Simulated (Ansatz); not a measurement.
# MgO in Ansatz: the effect of functional

Crystal: MgO.

```
Mg O
1.0
     3.24026    0.00000    0.00000
    -1.62013    2.80615    0.00000
     0.00000    0.00000    4.88116
Mg O
2 2
Direct
  0.66667 0.33333 0.50216
  0.33333 0.66667 0.00216
  0.66667 0.33333 0.90244
  0.33333 0.66667 0.40244
```

Measurements of this composition are mostly on another form, of space group No. 225.

The cell isn't the ideal one: volume scaled by 0.94.

Alike in all runs:

| Property | Result |
| --- | --- |
| Program | Ansatz 0.2.0 |
| Task | single point |
| Potentials or basis | Ansatz PAW |
| k mesh | 9 × 9 × 6 |
| Occupations | fermi-dirac, width 0.05 eV |
| Spin | no spin polarisation |

| functional | cutoff | gap on the mesh (eV) | pressure (GPa) | largest force (eV/Å) |
| --- | --- | --- | --- | --- |
| LDA | 420 eV (not typed: the program's choice for these potentials) | 3.71 | 3.7 | 0.02 |
| PBEsol | 420 eV (not typed: the program's choice for these potentials) | ? | ? | ? |
| r2SCAN | 500 eV (not typed: the program's choice for these potentials) | 4.51 | 8.2 | 0.04 |

**Question.** What does the run with functional PBEsol give?

**Answer.** gap on the mesh 3.69 eV; pressure 8.9 GPa; largest force 0.05 eV/Å.

Caveats: odd divisions of the mesh miss points on the zone boundary, where band edges often lie, so the gap on the mesh can be too wide; the PAW data sets come from PBE, with cores solved anew for the run's functional, which leaves a small shift of forces and pressure.

A k mesh can miss the band edges.

Runs at the PBE level aren't shown here.
